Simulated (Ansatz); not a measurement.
TaC, space group Fm-3m, a convergence test of the plane-wave cutoff

Computed with the Ansatz DFT code, driven from Python.

Run as a notebook:

**Cell 1**
```python
from dataclasses import dataclass
import warnings

import ansatz as az
from tabulate import tabulate


@dataclass
class RunConfig:
    k_spacing: float = 0.24
    tolerance: float = 1e-09
    xc: str = 'PBEsol'
```

**Cell 2**
```python
cfg = RunConfig()
```

**Cell 3**
```python
warnings.simplefilter('ignore', az.DeckWarning)
```

**Cell 4**
```python
structure = (
    az.Lattice.fcc(4.446)
    .space_group(225)
    .atom('Ta', (0.0, 0.0, 0.0))
    .atom('C', (0.5, 0.0, 0.0))
    .primitive()
)
```

**Cell 5**
```python
structure.resolved().sites[-1]
```
Output:
```text
Site(symbol='C', position=(0.5, 0.5, 0.5), moment=None, axis=None, held=None, saved=None)
```

**Cell 6**
```python
model = (
    structure.calculation()
    .kpoints(spacing=cfg.k_spacing)
    .scf(tolerance=cfg.tolerance)
    .functional(cfg.xc)
    .occupations(az.OccupationsMethod.FERMI_DIRAC)
    .forces()
    .stress()
)
```

**Cell 7**
```python
rows = []
for value in [300, 375, 450, 525, 600, 675]:
    rep = model.basis(value).run(threads=1).report
    rows.append((value, rep['free_energy_ev'] / len(rep['lattice']['sites']), rep['n_iterations'], sum(rep['stress_gpa'][i][i] for i in range(3)) / 3, max(abs(f) for row in rep['forces_ev_ang'] for f in row), rep['n_pw']))
```

**Cell 8**
```python
print(tabulate(rows, headers=['cutoff (eV)', 'F/atom (eV)', 'iterations', 'P (GPa)', 'max component (eV/A)', 'plane waves'], floatfmt='.4f', tablefmt='plain'))
```
Output:
```text
  cutoff (eV)    F/atom (eV)    iterations    P (GPa)    max component (eV/A)    plane waves
          300     -5027.2008             7    -0.8451                  0.0000            259
          375     -5027.2691             7    -1.3404                  0.0000            339
          450     -5027.2779             7    -1.3971                  0.0000            531
          525     -5027.2783             7    -1.3991                  0.0000            609
          600     -5027.2785             7    -1.4005                  0.0000            725
          675     -5027.2787             7    -1.4012                  0.0000            893
```

**Cell 9**
```python
# differences from the last row
for row in rows[:-1]:
    shift = 1000 * (row[1] - rows[-1][1])
    print(f'{row[0]}: {shift:+.2f} meV/atom' + ('  (within 2 meV)' if abs(shift) < 2 else ''))
```
Output:
```text
300: +77.93 meV/atom
375: +9.61 meV/atom
450: +0.78 meV/atom  (within 2 meV)
525: +0.41 meV/atom  (within 2 meV)
600: +0.19 meV/atom  (within 2 meV)
```

From 450 eV on it stays within 2 meV an atom of the value at 675 eV; the first row (300 eV) is off by 77.9 meV and the last but one by 0.19 meV. The energy falls steadily, as expected when plane waves are added. The pressure moves from -0.85 to -1.40 GPa (the program's stress holds a Pulay correction, so it settles early).

What to keep in mind:
- The mesh is modest for a metal, so energies can be off by several to tens of meV an atom and pressures by half a GPa or more; differences at equal mesh fare better.
- The program warned that this SCF threshold is loose for forces or stresses.
- Forces vanish by symmetry here and test nothing.
- Of the deposited cell: the entry's cell lengths or inner coordinates differ somewhat from later room-temperature determinations.
- Pressure is positive in compression.
- Spin-orbit coupling, which matters for elements this heavy, is left out.
- The starting cell is as deposited in a crystallographic database; the results hold for this polymorph, which needn't be the stable one.
- Shifts are counted from the last row, which is itself no proven limit.
- The script silences the warnings on its input, which a real study should read.
- Finished in 10 s on 1 thread of Arm Neoverse V2 (shared host), peak memory 0.39 GiB.
